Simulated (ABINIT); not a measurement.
Crystal: MgB2.

```
CELL_PARAMETERS angstrom
3.08500 0.00000 0.00000
-1.54250 2.67169 0.00000
0.00000 0.00000 3.52300
ATOMIC_POSITIONS crystal
Mg 0.00000 0.00000 0.00000
B 0.66667 0.33333 0.50000
B 0.33333 0.66667 0.50000
```

* Program: ABINIT 10.8.3 (patched build)
* Task: relaxation of cell and atoms
* Functional: r2SCAN
* Potentials or basis: JTH PAW PBE v2.0
* Cutoff: 626 eV
* k mesh: 6 × 6 × 5
* Occupations: fermi-dirac, width 0.05 eV
* Spin: no spin polarisation

At the start: pressure -1.7 GPa; volume 9.68 Å³/atom.

Q: How do energy, volume and symmetry change on relaxing?

A: Over 5 steps the energy falls by 3.8 meV/atom and the volume is 9.51 Å³/atom (-1.8 %); space group P6/mmm (No. 191, to 0.05 Å).

Step by step:
| step | energy change (eV) | largest force (eV/Å) | pressure (GPa) | volume (Å³) |
| --- | --- | --- | --- | --- |
| 1 | 0.0000 | 0.0000 | -1.65 | 29.04 |
| 2 | -0.0051 | 0.0000 | -1.16 | 28.89 |
| 3 | -0.0107 | 0.0000 | 0.36 | 28.42 |
| 4 | -0.0115 | 0.0000 | -0.06 | 28.54 |
| 5 | -0.0115 | 0.0000 | -0.01 | 28.53 |

Final structure:
```
CELL_PARAMETERS angstrom
3.09012 0.00000 0.00000
-1.54506 2.67612 0.00000
0.00000 0.00000 3.44983
ATOMIC_POSITIONS crystal
Mg 0.00000 0.00000 0.00000
B 0.66667 0.33333 0.50000
B 0.33333 0.66667 0.50000
```

Caveat: the k mesh is coarse (spacing up to 0.39 Å⁻¹), so the values aren't converged; the PAW data sets were made with another functional, which shifts forces and pressure a little; the atomic spheres overlap.
